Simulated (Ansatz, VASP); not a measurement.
**SiC (Moissanite 3C) in VASP and in Ansatz**

Contents of INCAR:

```
PREC = Accurate
ENCUT = 520
EDIFF = 1E-7
ISMEAR = 0
SIGMA = 0.05
LREAL = False
LASPH = True
NELM = 100
ALGO = Normal
ISIF = 2
LWAVE = False
LCHARG = False
GGA = PE
NBANDS = 11
```

Contents of KPOINTS:

```
regular mesh
0
Gamma
  8 8 8
```

Contents of POSCAR:

```
SiC
1.0
    0.0000000000      2.1947180331      2.1947180331
    2.1947180331      0.0000000000      2.1947180331
    2.1947180331      2.1947180331      0.0000000000
Si C
1 1
Direct
    0.0000000000      0.0000000000      0.0000000000
    0.2500000000      0.2500000000      0.2500000000
```

Input for Ansatz:

```yaml
crystal:
  lattice:
    - [0.0, 2.1947180331, 2.1947180331]
    - [2.1947180331, 0.0, 2.1947180331]
    - [2.1947180331, 2.1947180331, 0.0]
  atoms:
    - { symbol: Si, position: [0.0, 0.0, 0.0] }
    - { symbol: C, position: [0.25, 0.25, 0.25] }
basis:
  ecutwfc: 420
  ecutrho_ratio: 4
kpoints:
  mp_grid: { grid: [8, 8, 8] }
hamiltonian:
  xc: pbe
scf:
  occupations: { method: gaussian, width: 0.05 }
output:
  forces: true
  stress: true
  eigenvalues: true
```

Alike in both runs: task single point; functional PBE; k mesh 8 × 8 × 8; occupations gaussian, width 0.05 eV; no spin polarisation.

|  | VASP | Ansatz |
| --- | --- | --- |
| version | VASP 6.6.1 | Ansatz 0.2.0 |
| potentials or method | VASP PAW PBE potentials, release 64 (Si, C) | scalar-relativistic, plane waves, PAW |
| plane-wave cutoff (eV) | 520 | 420 |
| valence electrons in the cell | 8 | 8 |

|  | VASP | Ansatz | Ansatz less VASP |
| --- | --- | --- | --- |
| gap on the k mesh at the Fermi level (eV) | 1.38 | 1.38 | +0.002 |
| least direct gap on the mesh (eV) | 4.52 | 4.52 | +0.003 |
| pressure (GPa) | -1.4 | -1.4 | +0.05 |

A k mesh can miss the band edges. PBE gaps usually lie below the measured ones, often by a third to a half.
